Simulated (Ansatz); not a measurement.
**Generalised stacking fault in BN**

The calculation used DFT r2SCAN, scalar-relativistic, plane waves, PAW (Ansatz 0.2.0). Cutoff 500 eV, Γ-centred 10×10×2 k-points, Gaussian smearing of 0.05 eV. No spin polarisation. Energies are free energies at this smearing, counted from the undisturbed cell; pressure is positive in compression.

Zero of the scan (relaxed at this level; this wurtzite form isn't the usual structure):

```
CELL_PARAMETERS angstrom
-2.54397 0.00000 0.00000
-1.27198 -2.20314 0.00000
0.00000 0.00000 12.62323
ATOMIC_POSITIONS crystal
B 0.66667 0.66667 0.22912
B 0.66667 0.66667 0.56245
B 0.66667 0.66667 0.89578
B 0.33333 0.33333 0.06245
B 0.33333 0.33333 0.39578
B 0.33333 0.33333 0.72912
N 0.66667 0.66667 0.10425
N 0.66667 0.66667 0.43758
N 0.66667 0.66667 0.77092
N 0.33333 0.33333 0.93758
N 0.33333 0.33333 0.27092
N 0.33333 0.33333 0.60425
```

The cut lies on the cell's a–b face, a (0 0 1) plane (indices in the standard cell, whose axes needn't be the Cartesian ones shown) of area 5.60 Å², between layers 1.58 Å apart. Vector c is tilted by f times 1·a + 1·b (length 4.406 Å) with the atoms' Cartesian places fixed: one unrelaxed fault a cell.

```csv
f,γ (mJ/m²),"shear traction, the slope of γ along the slip (GPa)",gap on the mesh (eV)
0.0000,0,0.0,5.95
0.0833,1123,58.9,5.82
0.1667,3985,89.1,4.26
0.2500,6876,57.0,2.99
0.3333,7826,0.0,3.28
0.4167,7633,-0.1,3.21
0.5000,8307,38.9,3.17
0.5833,10301,61.9,2.83
0.6667,?,0.0,2.62
0.7500,?,-115.3,?
0.8333,4820,-122.7,5.05
0.9167,?,?,5.70
```

(1) Give the withheld values.

## Answers

(1) γ (mJ/m²) at f = 0.6667: 11807; γ (mJ/m²) at f = 0.7500: 9485; gap on the mesh (eV) at f = 0.7500: 3.13; γ (mJ/m²) at f = 0.9167: 1228; shear traction, the slope of γ along the slip (GPa) at f = 0.9167: -67.4.

Cost: 12 runs of about 2.8 core-minutes in all, on Intel Xeon 6975P-C (Granite Rapids) (shared hosts).